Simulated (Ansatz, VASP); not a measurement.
ScAl3: VASP beside Ansatz

```
Sc Al
1.0
     4.15336    0.00000    0.00000
    -2.07668    3.59692    0.00000
     0.00000    0.00000    5.06211
Sc Al
1 3
Direct
  0.33333 0.66667 0.14708
  0.48206 0.51794 0.76290
  0.48206 0.96412 0.76290
  0.03588 0.51794 0.76290
```

Alike in both runs: task relaxation of cell and atoms; functional PBE; k mesh 6 × 6 × 4; occupations gaussian, width 0.1 eV; no spin polarisation.

```csv
,VASP,Ansatz
version,VASP 6.6.1,Ansatz 0.2.0
potentials or method,"VASP PAW PBE potentials, release 64 (Sc_sv, Al)","scalar-relativistic, plane waves, PAW"
plane-wave cutoff (eV),600,420
valence electrons in the cell,20,20
```

Ansatz gave:

| Quantity | Value |
| --- | --- |
| gap on the k mesh at the Fermi level, each at its own relaxed structure (eV) | none |
| relaxed volume (Å³/atom) | 30.31 |
| relaxed cell length with the largest relative difference (Å) | 5.245 |
| energy change over the relaxation (meV/atom) | -3127 |

**Question.** Estimate VASP's values.

**Answer.** gap on the k mesh at the Fermi level, each at its own relaxed structure (eV): none; relaxed volume (Å³/atom): 30.26; relaxed cell length with the largest relative difference (Å): 5.239; energy change over the relaxation (meV/atom): -3142.

A gap of «none» marks a metal or a gap that the smearing closes.

Caveats: the volume moved by over 15 % at a fixed basis, so the end points are rough (VASP).
